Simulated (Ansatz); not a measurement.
Equilibrium properties in the bcc structure, computed with PBE in Ansatz (plane waves, PAW datasets (generated soft set 1); cutoff 420 eV), no spin polarisation, no spin–orbit coupling, Fermi–Dirac smearing of 0.061 eV, k-spacing 0.06 Å⁻¹:

```
crystal  a₀ (Å)  V₀ (Å³/atom)  B₀ (GPa)
     Ti   3.256         17.26       106
      V   2.998         13.47       182
     Mn   2.784         10.78       278
     Co   2.763         10.55       238
     Zn   3.133         15.38        64
     Ga   3.374         19.21        48
```

Problem. Give the same for Ni, Fe, Cu.

Solution. 
```csv
crystal,a₀ (Å),V₀ (Å³/atom),B₀ (GPa)
Ni,2.793,10.90,198
Fe,2.759,10.50,267
Cu,2.884,12.00,139
```

Model structures, not the usual forms at ambient conditions (metastable or hypothetical): Ti, Mn, Co, Ni, Cu, Zn, Ga. The real material (Fe) is magnetic: without spin this is a model state, and volume, stiffness and gap can lie far from those of the magnetic ground state. Spin polarisation is left out, and a magnetic state may lie lower for Mn, Co, Ni.
